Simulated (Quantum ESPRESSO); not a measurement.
Runs of Quantum ESPRESSO 7.5 on C. Symmetry: R-3m, No. 166, trigonal system. The conventional cell has a = 2.466 Å, b = 2.466 Å, c = 24.848 Å, α = 90.00°, β = 90.00°, γ = 120.00°. Around C (site symmetry 3m) lie 3 C at 1.42 Å. C (site symmetry 3m) is surrounded by 3 C at 1.42 Å. This isn't the form of C at room conditions, which is graphite.

```csv
task,level,potentials or basis,form of the LDA correlation,gap on the mesh (eV),pressure (GPa),V0 of scaled cells (Å³/atom),B0 (GPa)
equation of state,LDA,GBRV 1.5 LDA,PZ81,-,-,10.61,233
band structure,PBEsol,GBRV 1.5 PBEsol,-,0.19,(a),-,-
band structure,LDA,GBRV 1.5 LDA,PZ81,0.19,-6.4,-,-
equation of state,PBEsol,GBRV 1.5 PBEsol,-,-,-,(b),226
```

Alike in all rows: no spin polarisation; cell as given; k mesh 12 × 12 × 12; cutoff (eV) 612; smearing fermi-dirac 0.05 eV.

Problem. Estimate the missing entries.

Solution. (a) -2.1; (b) 10.82.

Caveats: the cell was scaled at fixed shape and fractional positions, which overstates the stiffness of a crystal with free parameters, most of all of layers and chains (some runs); the mesh misses the band edges, which the band path finds closer together (some runs).

Runs at the PBE level aren't shown here.
